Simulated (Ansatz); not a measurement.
CsCl (Pm-3m) under strain

A 2-atom cell of CsCl (Pm-3m) from a materials database, relaxed with r2SCAN in the PAW code Ansatz. The symmetry is Pm-3m (No. 221, cubic); conventional cell a = 4.137 Å, 35.40 Å³ an atom. Around Cs lie 8 Cl at 3.58 Å; around Cl lie 8 Cs at 3.58 Å.

The axes x, y and z are those of this cell:
```
CELL_PARAMETERS angstrom
4.13683 0.00000 0.00000
0.00000 4.13683 0.00000
0.00000 0.00000 4.13683
ATOMIC_POSITIONS crystal
Cs 0.00000 0.00000 0.00000
Cl 0.50000 0.50000 0.50000
```

Unstrained: The PBE gap is direct at Γ: 5.226 eV. r2SCAN gives a direct gap of 5.911 eV at Γ. With HSE06 the gap is 6.540 eV and direct, at Γ. Meshes: PBE 6×6×6, r2SCAN 6×6×6, HSE06 4×4×4. Strains are changes of length per length. After each strain the atoms were relaxed again with r2SCAN within the symmetry that the strain leaves, so tilts or polar shifts that break it weren't tested; points keep the names that they have in the unstrained zone. Spin-unpolarised throughout; all numbers are computed.

Changes of the least gap in eV (an overlap counts as a negative gap):
```csv
strain,volume change (%),space group,PBE,r2SCAN,HSE06,"energy rise, r2SCAN (meV/atom)"
uniaxial -0.96 % along x,-1.0,P4/mmm,+0.021,-0.041,+0.023,0.5
isotropic +5.37 % on every length,+17.0,Pm-3m,-0.648,-0.598,-0.693,41.0
```

Uniaxial -0.96 % along x, other directions held. HSE06: the gap goes from 6.540 to 6.563 eV (+0.023 eV); with r2SCAN the top three valence levels at Γ, degenerate before, become 1+2 from the top over 30 meV. Stress change with r2SCAN, compression positive: xx +0.37, yy +0.09, zz +0.09 GPa.

Isotropic +5.37 % on every length. PBE: the gap goes from 5.226 to 4.578 eV (-0.648 eV); the edges move from Γ to M → Γ; least and direct gap lie within 0.04 eV, so its kind isn't settled. r2SCAN: the gap goes from 5.911 to 5.313 eV (-0.598 eV); the edges move from Γ to M → Γ; least and direct gap lie within 0.04 eV, so its kind isn't settled. HSE06: the gap goes from 6.540 to 5.847 eV (-0.693 eV). Stress change with r2SCAN, compression positive: xx -1.94, yy -1.94, zz -1.94 GPa. For HSE06, dE_g/d ln V = -4.4 eV over this step.

The runs are scalar-relativistic, without spin-orbit coupling.

The meshes of the hybrids are coarse, so their gaps aren't converged to the digits shown.

The splittings at Γ are without spin-orbit coupling, which regroups them where it is of like size or larger.
